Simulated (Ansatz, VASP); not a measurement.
NaH in VASP and in Ansatz

```
Na H
1.0
     2.91518    0.00000    0.00000
     0.00000    2.91518    0.00000
     0.00000    0.00000    2.91518
Na H
1 1
Cartesian
  0.0000 0.0000 0.0000
  1.4576 1.4576 1.4576
```

Change from the starting cell: volume scaled by 0.96.

Alike in both runs: task single point; functional PBE; k mesh 9 × 9 × 9; occupations fermi-dirac, width 0.05 eV; no spin polarisation.

|  | VASP | Ansatz |
| --- | --- | --- |
| version | VASP 6.6.1 | Ansatz 0.2.0 |
| potentials or method | VASP PAW PBE potentials, release 64 (Na_pv, H) | Ansatz PAW |
| plane-wave cutoff (eV) | 520 | 420 |
| valence electrons in the cell | 8 | 10 |

|  | VASP | Ansatz | Ansatz less VASP |
| --- | --- | --- | --- |
| gap on the k mesh at the Fermi level (eV) | 1.52 | 1.52 | +0.002 |
| least direct gap on the mesh (eV) | 4.94 | 4.94 | +0.004 |
| pressure (GPa) | 1.3 | 1.3 | +0.04 |

The two sets of potentials don't hold the same shells in valence.

Caveats: an odd mesh through Γ misses points on the zone boundary, where band edges often lie (VASP); odd divisions of the mesh miss points on the zone boundary, where band edges often lie, so the gap on the mesh can be too wide (Ansatz).
